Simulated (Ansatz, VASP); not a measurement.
**La2O3: VASP beside Ansatz**

```xyz
5
Lattice="3.9308 0.0000 0.0000 -1.9654 3.4042 0.0000 0.0000 0.0000 6.1120" Properties=species:S:1:pos:R:3 pbc="T T T"
La    1.9654    1.1347    4.6070
La    0.0000    2.2694    1.5050
O     1.9654    1.1347    2.1643
O     0.0000    2.2694    3.9477
O     0.0000    0.0000    0.0000
```

The cell is a database's computed one.

Alike in both runs: task single point; functional LDA; k mesh 6 × 6 × 4; occupations gaussian, width 0.1 eV; no spin polarisation.

```csv
,VASP,Ansatz
version,VASP 6.6.1,Ansatz 0.2.0
potentials or method,"VASP PAW LDA potentials, release 64 (La, O)","scalar-relativistic, plane waves, PAW"
plane-wave cutoff (eV),520,600
valence electrons in the cell,40,40
```

|  | VASP | Ansatz | Ansatz less VASP |
| --- | --- | --- | --- |
| gap on the k mesh at the Fermi level (eV) | 3.72 | 3.74 | +0.011 |
| least direct gap on the mesh (eV) | 3.81 | 3.83 | +0.010 |
| pressure (GPa) | -6.4 | -6.3 | +0.05 |
| largest component of the traceless stress (GPa) | 0.38 | 0.39 | +0.015 |
| rms of the force components (eV/Å) | 0.058 | 0.062 | +0.0032 |

Atom by atom the forces differ by 0.003 eV/Å (rms over components). Ansatz warned: «pseudo_functional_mismatch».

Caveats: spin-orbit coupling is left out, which moves the levels of the heavy elements. A k mesh can miss the band edges.
